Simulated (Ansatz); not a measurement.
Computed with DFT PBE, scalar-relativistic, plane waves, PAW in Ansatz 0.2.0. Settings: cutoff 420 eV, Γ-centred meshes spaced at most about 0.3 Å⁻¹, and about 0.25 Å⁻¹ or finer for metals (2π included), Gaussian smearing. No spin polarisation.

These are static total energies at zero pressure.

**Question.** Which of these relaxed structures of TaSi2 is the lowest in energy?
A. Space group Fm-3m (No. 225), cubic, a = 6.060 Å. Ta is surrounded by 8 Si at 2.62 Å; Si has 4 Ta at 2.62 Å and 6 Si at 3.03 Å.
B. Space group P6_3/mmc (No. 194), hexagonal, a = 4.591 Å, c = 5.048 Å. Around Ta lie 5 Si at 2.52–2.65 Å and 6 Si at 2.94 Å; Si on a site of symmetry -6m2 has 5 Ta at 2.52–2.65 Å and 6 Si at 2.94 Å; Si on a site of symmetry -3m is surrounded by 2 Si at 2.52 Å, 6 Si at 2.94 Å and 6 Ta at 2.94 Å.
C. Space group P6_422 (No. 181), hexagonal, a = 4.806 Å, c = 6.597 Å. Around Ta lie 10 Si at 2.62–2.84 Å and 4 Ta at 3.26 Å; Si is surrounded by 3 Si at 2.57–2.64 Å, 5 Ta at 2.62–2.84 Å, 2 Si at 2.84 Å, 2 Si at 3.18 Å and 2 Si at 3.34 Å.

**Answer.** C. The next of these, B, lies 0.61 eV/atom higher. Forms: C P6_422; B Ni2In type, P6_3/mmc; A fluorite type, Fm-3m. Counting Si atoms around Ta (those within 1.25 times the shortest such distance or 1.15 times the sum of covalent radii, 1.27 where that leaves under three; a plus sign parts nearer from farther groups): C has Ta 10; B has Ta 5+6; A has Ta 8. B holds Si–Si chains (shortest 2.52 Å) (bonds between like non-metal atoms; other contacts aren't counted). Origin: A and B, invented; C, reached from a cell as deposited in COD, among other starts.

Spin–orbit coupling, which can matter for Ta, is left out. Cells relaxed within their symmetry can be saddle points. Some candidate types were left out of the draw beforehand, so a known form may be missing.
